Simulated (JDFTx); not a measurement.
# BP (F-43m) in JDFTx: tuning threads

Aim: find the choice of threads that runs BP fastest, at PBE. This setting moves, with any that are tied to it; all else stays.

Program: JDFTx 1.7.0 (patched build). These are calculated values, not measurements. Logs are shortened: lines on timing, memory, paths and dates and some standing lists are left out, and cuts for length are marked. The log counts tension as positive stress, the text compression.

## Step 1: Starting point

The structure is cubic, space group F-43m (No. 216). The conventional cell has a = 4.538 Å, b = 4.538 Å, c = 4.538 Å, α = 90.00°, β = 90.00°, γ = 90.00°. Around P (site symmetry -43m) lie 4 B at 1.97 Å. B (site symmetry -43m) has 4 P at 1.97 Å as nearest neighbours.

## Step 2: With threads 1

BP.in

```
lattice \
    0.0000000000     4.2877885768     4.2877885768 \
    4.2877885768     0.0000000000     4.2877885768 \
    4.2877885768     4.2877885768     0.0000000000
coords-type Lattice
ion P      0.7500000000     0.7500000000     0.7500000000 1
ion B      0.0000000000     0.0000000000     0.0000000000 1

ion-species pseudo/P.upf
ion-species pseudo/B.upf
elec-cutoff 38 304
elec-ex-corr gga-PBE
kpoint-folding 10 10 10
elec-smearing Fermi 0.0018374661
elec-n-bands 9
electronic-SCF nIterations 100 energyDiffThreshold 1e-09
electronic-minimize nIterations 30 energyDiffThreshold 1e-7
forces-output-coords Cartesian

dump-name run.$VAR
dump End Ecomponents EigStats BandEigs Kpoints Forces Stress
```

Potentials or basis: PseudoDojo-SR-PBE-0.5-standard with smoothed tails.

Run with:

```
jdftx -c 1 -i BP.in -o BP.out
```

It took 69 s on 1 thread of Arm Neoverse N1, host not shared; peak memory 0.08 GiB.

It converged, with:

```yaml
Free_energy: -258.0990 eV
Pressure: 1.0 GPa
Band_gap_on_the_k_mesh: 1.25 eV, indirect (least direct gap 3.41 eV)
Loewdin_charges: P +0.71; B -0.66 e
```

## Step 3: With threads 2

BP.in is that of step 2.

Potentials or basis: PseudoDojo-SR-PBE-0.5-standard with smoothed tails.

Run with:

```
jdftx -c 2 -i BP.in -o BP.out
```

Wall time 49 s (2 threads of Arm Neoverse N1, host not shared); peak memory 0.07 GiB.

The run converged. Its results:

```
Free energy            : -258.0990 eV
Pressure               : 1.0 GPa
Band gap on the k mesh : 1.25 eV, indirect (least direct gap 3.41 eV)
Loewdin charges        : P +0.71; B -0.66 e
```

## Step 4: With threads 4

BP.in is that of step 3.

Run with:

```
jdftx -c 4 -i BP.in -o BP.out
```

It took 42 s on 4 threads of Arm Neoverse N1, host not shared; peak memory 0.07 GiB.

The run converged. Its results:

```yaml
Free_energy: -258.0990 eV
Pressure: 1.0 GPa
Band_gap_on_the_k_mesh: 1.25 eV, indirect (least direct gap 3.41 eV)
Loewdin_charges: P +0.71; B -0.66 e
```

## Step 5: With threads 8

BP.in is that of step 4.

Run with:

```
jdftx -c 8 -i BP.in -o BP.out
```

It took 74 s on 8 threads of Arm Neoverse N1, host not shared; peak memory 0.08 GiB.

It converged, with:

* Free energy: -258.0990 eV
* Pressure: 1.0 GPa
* Band gap on the k mesh: 1.25 eV, indirect (least direct gap 3.41 eV)
* Loewdin charges: P +0.71; B -0.66 e

## Step 6: With threads 16

BP.in is that of step 5.

Potentials or basis: PseudoDojo-SR-PBE-0.5-standard with smoothed tails.

Run with:

```
jdftx -c 16 -i BP.in -o BP.out
```

It took 2.8 min on 16 threads of Arm Neoverse N1, host not shared; peak memory 0.1 GiB.

The run converged. Its results:

- Free energy: -258.0990 eV
- Pressure: 1.0 GPa
- Band gap on the k mesh: 1.25 eV, indirect (least direct gap 3.41 eV)
- Loewdin charges: P +0.71; B -0.66 e

## Step 7: With threads 32

BP.in is that of step 6.

Potentials or basis: PseudoDojo-SR-PBE-0.5-standard with smoothed tails.

Run with:

```
jdftx -c 32 -i BP.in -o BP.out
```

Standard output:

```text
*************** JDFTx 1.7.0 (patched build) ***************

Input parsed successfully to the following command list (including defaults):
[... the input with its defaults ...]

---------- Setting up symmetries ----------

Found 48 point-group symmetries of the bravais lattice
Found 24 space-group symmetries with basis
Applied RMS atom displacement 0 bohrs to make symmetries exact.

---------- Initializing the Grid ----------
R =
[            0      4.28779      4.28779  ]
[      4.28779            0      4.28779  ]
[      4.28779      4.28779            0  ]
unit cell volume = 157.663
G =
[  -0.732684   0.732684   0.732684  ]
[   0.732684  -0.732684   0.732684  ]
[   0.732684   0.732684  -0.732684  ]
Minimum fftbox size, Smin = [  48  48  48  ]
Chosen fftbox size, S = [  48  48  48  ]

---------- Initializing tighter grid for wavefunction operations ----------
R =
[            0      4.28779      4.28779  ]
[      4.28779            0      4.28779  ]
[      4.28779      4.28779            0  ]
unit cell volume = 157.663
G =
[  -0.732684   0.732684   0.732684  ]
[   0.732684  -0.732684   0.732684  ]
[   0.732684   0.732684  -0.732684  ]
Minimum fftbox size, Smin = [  36  36  36  ]
Chosen fftbox size, S = [  36  36  36  ]

---------- Exchange Correlation functional ----------
Initalized PBE GGA exchange.
Initalized PBE GGA correlation.

---------- Setting up pseudopotentials ----------
Width of ionic core gaussian charges (only for fluid interactions / plotting) set to 0

Reading pseudopotential file 'pseudo/P.upf':
  'P' pseudopotential, 'PBE' functional
  Generated using ONCVPSP code by D. R. Hamann
  5 valence electrons, 2 orbitals, 6 projectors, 1001 radial grid points, with lMax = 2
    3S    l: 0   occupation:  2.0   eigenvalue: -0.513364
    3P    l: 1   occupation:  3.0   eigenvalue: -0.202372
  Core radius for overlap checks: 1.66 bohrs.

Reading pseudopotential file 'pseudo/B.upf':
  'B' pseudopotential, 'PBE' functional
  Generated using ONCVPSP code by D. R. Hamann
  3 valence electrons, 2 orbitals, 4 projectors, 1001 radial grid points, with lMax = 1
    2S    l: 0   occupation:  2.0   eigenvalue: -0.347027
    2P    l: 1   occupation:  1.0   eigenvalue: -0.132548
  Core radius for overlap checks: 1.18 bohrs.

Initialized 2 species with 2 total atoms.

Folded 1 k-points by 10x10x10 to 1000 k-points.

---------- Setting up k-points, bands, fillings ----------
Adding inversion symmetry to k-mesh for non-inversion-symmetric unit cell.
Reduced to 47 k-points under symmetry.
Computing the number of bands and number of electrons
Calculating initial fillings.
nElectrons:   8.000000   nBands: 9   nStates: 47

----- Setting up reduced wavefunction bases (one per k-point) -----
average nbasis = 1764.131 , ideal nbasis = 1764.004

---------- Setting up ewald sum ----------
Optimum gaussian width for ewald sums = 1.947439 bohr.
Real space sum over 1331 unit cells with max indices [  5  5  5  ]
Reciprocal space sum over 2197 terms with max indices [  6  6  6  ]

---------- Allocating electronic variables ----------
Initializing wave functions:  linear combination of atomic orbitals
Note: number of bands (9) exceeds available atomic orbitals (8)
P pseudo-atom occupations:   s ( 2 )  p ( 3 )
B pseudo-atom occupations:   s ( 2 )  p ( 1 )
	FillingsUpdate:  mu: +0.396232400  nElectrons: 8.000000
LCAOMinimize: Iter:   0  F: -9.4038757713714975  |grad|_K:  4.068e-03  alpha:  1.000e+00
	FillingsUpdate:  mu: +0.392014421  nElectrons: 8.000000
LCAOMinimize: Iter:   1  F: -9.4179155632795606  |grad|_K:  1.630e-04  alpha:  4.628e-01  linmin:  5.169e-01  cgtest: -6.487e-01
	FillingsUpdate:  mu: +0.391765175  nElectrons: 8.000000
[... 6 lines of inner loops ...]
LCAOMinimize: Iter:   4  F: -9.4179516420885516  |grad|_K:  3.142e-08  alpha:  9.510e-01  linmin:  1.750e-05  cgtest: -2.882e-05
	FillingsUpdate:  mu: +0.391907416  nElectrons: 8.000000
LCAOMinimize: Iter:   5  F: -9.4179516420896068  |grad|_K:  1.017e-08  alpha:  5.649e-01  linmin: -8.648e-04  cgtest:  1.380e-03
LCAOMinimize: Converged (|Delta F|<1.000000e-06 for 2 iters).

-------- Electronic minimization -----------
Will mix electronic density at each iteration.
	FillingsUpdate:  mu: +0.391907416  nElectrons: 8.000000
	FillingsUpdate:  mu: +0.352198452  nElectrons: 8.000000
SCF: Cycle:  0   F: -9.482697673836176   dF: -6.475e-02   |Residual|: 6.439e-02   |deigs|: 1.862e-01
	FillingsUpdate:  mu: +0.355841623  nElectrons: 8.000000
SCF: Cycle:  1   F: -9.484636166356347   dF: -1.938e-03   |Residual|: 3.615e-02   |deigs|: 1.253e-02
	FillingsUpdate:  mu: +0.361207822  nElectrons: 8.000000
SCF: Cycle:  2   F: -9.484949837962896   dF: -3.137e-04   |Residual|: 3.607e-03   |deigs|: 5.360e-03
	FillingsUpdate:  mu: +0.361553021  nElectrons: 8.000000
SCF: Cycle:  3   F: -9.484959346378025   dF: -9.508e-06   |Residual|: 1.891e-03   |deigs|: 9.682e-04
	FillingsUpdate:  mu: +0.361885402  nElectrons: 8.000000
SCF: Cycle:  4   F: -9.484961150744855   dF: -1.804e-06   |Residual|: 4.650e-04   |deigs|: 4.240e-04
	FillingsUpdate:  mu: +0.361894174  nElectrons: 8.000000
SCF: Cycle:  5   F: -9.484961601588106   dF: -4.508e-07   |Residual|: 1.565e-04   |deigs|: 3.390e-04
	FillingsUpdate:  mu: +0.361878679  nElectrons: 8.000000
SCF: Cycle:  6   F: -9.484961711751250   dF: -1.102e-07   |Residual|: 6.108e-05   |deigs|: 2.766e-04
	FillingsUpdate:  mu: +0.361892234  nElectrons: 8.000000
SCF: Cycle:  7   F: -9.484961748547143   dF: -3.680e-08   |Residual|: 1.457e-05   |deigs|: 2.846e-04
	FillingsUpdate:  mu: +0.361889883  nElectrons: 8.000000
SCF: Cycle:  8   F: -9.484961758655498   dF: -1.011e-08   |Residual|: 1.190e-05   |deigs|: 1.197e-04
	FillingsUpdate:  mu: +0.361890872  nElectrons: 8.000000
SCF: Cycle:  9   F: -9.484961763469933   dF: -4.814e-09   |Residual|: 4.643e-06   |deigs|: 1.745e-04
	FillingsUpdate:  mu: +0.361889993  nElectrons: 8.000000
SCF: Cycle: 10   F: -9.484961764648590   dF: -1.179e-09   |Residual|: 1.522e-06   |deigs|: 6.327e-05
	FillingsUpdate:  mu: +0.361890045  nElectrons: 8.000000
SCF: Cycle: 11   F: -9.484961765314866   dF: -6.663e-10   |Residual|: 2.609e-06   |deigs|: 1.249e-04
	FillingsUpdate:  mu: +0.361890013  nElectrons: 8.000000
SCF: Cycle: 12   F: -9.484961765454166   dF: -1.393e-10   |Residual|: 3.763e-06   |deigs|: 1.183e-04
SCF: Converged (|Delta E|<1.000000e-09 for 2 iters).

Setting wave functions to eigenvectors of Hamiltonian

# Stress tensor in Cartesian coordinates [Eh/a0^3]:
[ -3.36723e-05            0            0  ]
[            0 -3.36723e-05            0  ]
[            0            0 -3.36723e-05  ]

# Ionic positions in lattice coordinates:
ion P   0.750000000000000   0.750000000000000   0.750000000000000 1
ion B   0.000000000000000   0.000000000000000   0.000000000000000 1

# Forces in Cartesian coordinates:
force P  -0.000000000000000  -0.000000000000000   0.000000000000000 1
force B   0.000000000000000   0.000000000000000   0.000000000000000 1

# Energy components:
   Eewald =      -10.4916197707563548
       EH =        0.6306486843392236
     Eloc =       -2.3879131809414860
      Enl =        1.0304707252688339
      Exc =       -3.3221830731734241
 Exc_core =        0.4118758285123565
       KE =        4.6437590229504000
-------------------------------------
     Etot =       -9.4849617638004489
       TS =        0.0000000016537167
-------------------------------------
        F =       -9.4849617654541660

IonicMinimize: Iter:   0  F: -9.484961765454166  |grad|_K:        nan
IonicMinimize: None of the convergence criteria satisfied after 0 iterations.

#--- Lowdin population analysis ---
# oxidation-state P +0.715
# oxidation-state B -0.658

Dumping 'run.eigStats' ...
	eMin: -0.228521 at state 0 ( [ +0.000000 +0.000000 +0.000000 ] spin 0 )
	HOMO: +0.339568 at state 0 ( [ +0.000000 +0.000000 +0.000000 ] spin 0 )
	mu  : +0.361890
	LUMO: +0.385566 at state 27 ( [ +0.000000 +0.400000 +0.400000 ] spin 0 )
	eMax: +0.898504 at state 30 ( [ +0.000000 +0.500000 +0.500000 ] spin 0 )
	HOMO-LUMO gap: +0.045998
	Optical gap  : +0.125214 at state 0 ( [ +0.000000 +0.000000 +0.000000 ] spin 0 )
Done!
[note: mu as printed may lie anywhere between the filled and the empty levels]
```

Run time: 6 min. Hardware: 32 threads of Arm Neoverse N1, host not shared; peak memory 0.12 GiB.

What came out:

```yaml
Free_energy: -258.0990 eV
Pressure: 1.0 GPa
Band_gap_on_the_k_mesh: 1.25 eV, indirect (least direct gap 3.41 eV)
Loewdin_charges: P +0.71; B -0.66 e
```

## Step 8: Summary

| threads | energy less the last converged row (meV/atom) | SCF cycles | wall time (s) | peak memory (GiB) |
| --- | --- | --- | --- | --- |
| 1 | 0.00 | 13 | 69 | 0.08 |
| 2 | 0.00 | 13 | 49 | 0.07 |
| 4 | 0.00 | 13 | 42 | 0.07 |
| 8 | 0.00 | 13 | 74 | 0.08 |
| 16 | 0.00 | 13 | 170 | 0.1 |
| 32 | 0.00 | 13 | 360 | 0.12 |

Fastest here: 4 (42 s), level within noise with 2; slowest of those that converged: 32 (360 s). These are single runs, one after another on one machine, so differences under about a fifth mean little.
